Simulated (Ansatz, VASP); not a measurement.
Al in VASP and in Ansatz

INCAR

```
SYSTEM = Al
PREC = Accurate
ENCUT = 520
EDIFF = 1E-6
ISMEAR = 1
SIGMA = 0.1
LREAL = .False.
LASPH = .True.
NELM = 100
ALGO = Fast
ISIF = 2
LWAVE = .False.
LCHARG = .False.
LDIPOL = .True.
IDIPOL = 3
DIPOL = 0.5 0.5 0.656
GGA = PE
NBANDS = 14
```

KPOINTS

```
Automatic mesh
0
Gamma
  21 21 1
  0 0 0
```

The input POSCAR:

```
Al
1.0
    1.4602435473      2.5292160153      0.0000000000
   -2.9204870946      0.0000000000      0.0000000000
    0.0000000000      0.0000000000     28.5828597884
Al
4
Direct
    0.3333333333      0.6666666667      0.5359819038
    0.0000000000      1.0000000000      0.6161404051
    0.6666666667      0.3333333333      0.6949455205
    0.3333333333      0.6666666667      0.7758730563
```

Input for Ansatz:

```yaml
crystal:
  lattice:
    - [1.4602435473, 2.5292160153, 0.0]
    - [-2.9204870946, 0.0, 0.0]
    - [0.0, 0.0, 28.5828597884]
  atoms:
    - { symbol: Al, position: [0.3333333333, 0.6666666667, 0.5359819038] }
    - { symbol: Al, position: [0.0, 1.0, 0.6161404051] }
    - { symbol: Al, position: [0.6666666667, 0.3333333333, 0.6949455205] }
    - { symbol: Al, position: [0.3333333333, 0.6666666667, 0.7758730563] }
basis:
  ecutwfc: 420
kpoints:
  mp_grid: { grid: [21, 21, 1] }
hamiltonian:
  xc: pbe
  pseudopotentials: { kind: paw, azcp: { folder: soft_1 } }
scf:
  occupations: { method: methfessel_paxton, width: 0.1 }
  n_extra_bands: 8
  max_iter: 160
output:
  forces: true
  eigenvalues: true
  write_density: true
  write_potential: true
  elf: true
  volumetric_format: npy
efield:
  axis: 3
  dipole_correction: true
```

Alike in both runs: task single point; functional PBE; k mesh 21 × 21 × 1; occupations methfessel-paxton of order 1, width 0.1 eV; no spin polarisation.

|  | VASP | Ansatz |
| --- | --- | --- |
| version | VASP 6.6.1 | Ansatz 0.2.0 |
| potentials or method | VASP PAW PBE potentials, release 64 (Al) | scalar-relativistic, plane waves, PAW |
| plane-wave cutoff (eV) | 520 | 420 |
| valence electrons in the cell | 12 | 12 |

```tsv
	VASP	Ansatz	Ansatz less VASP
gap on the k mesh at the Fermi level (eV)	none	none	-
rms of the force components (eV/Å)	0.030	0.030	+0.0002
```

Atom by atom the forces differ by 0.000 eV/Å (rms over components). A gap of «none» marks a metal or a gap that the smearing closes. With one functional, cell and mesh, what is left measures potentials, basis and numerics.
